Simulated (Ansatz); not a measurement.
**PbSe: all-electron results**

```
CELL_PARAMETERS angstrom
0.00000 3.06215 3.06215
3.06215 0.00000 3.06215
3.06215 3.06215 0.00000
ATOMIC_POSITIONS crystal
Pb 0.00000 0.00000 0.00000
Se 0.50000 0.50000 0.50000
```

Atoms are numbered in the order listed.

The cell is COD entry 9008695, as deposited and not checked against the literature; nothing was relaxed.

No spin–orbit coupling, which matters for the heavy atoms here.

Methods: DFT, PBEsol, all-electron LAPW, scalar-relativistic (Ansatz 0.2.0); DFT, PBEsol, PAW with Ansatz's default frozen-core files, scalar-relativistic (Ansatz 0.2.0).

For LAPW: a Γ-centred 9×9×9 k mesh, Fermi–Dirac smearing of 0.01 eV, basis error target 0.25 meV/atom, no spin polarisation. PAW takes a cutoff of 420 eV at this cell (files made with PBE, cores remade for this functional). The Ansatz runs share mesh, smearing and spin set-up. Values come from LAPW unless marked.

```json
{
 "Pressure at this cell": "-0.58 GPa",
 "Band gap": "0.20 eV, direct at L (0.5, 0.5, 0.5) (so small a gap may close at points that the mesh and path miss)",
 "Löwdin charges (with 0.04 e of the cell spilling out of the atomic basis, so their sizes and signs hang on that basis)": "Pb1 0.36, Se2 -0.31 e",
 "Bader charges (from the PAW run)": "Pb1 +0.85, Se2 -0.85 e",
 "Volume per atom": "28.71 Å³"
}
```
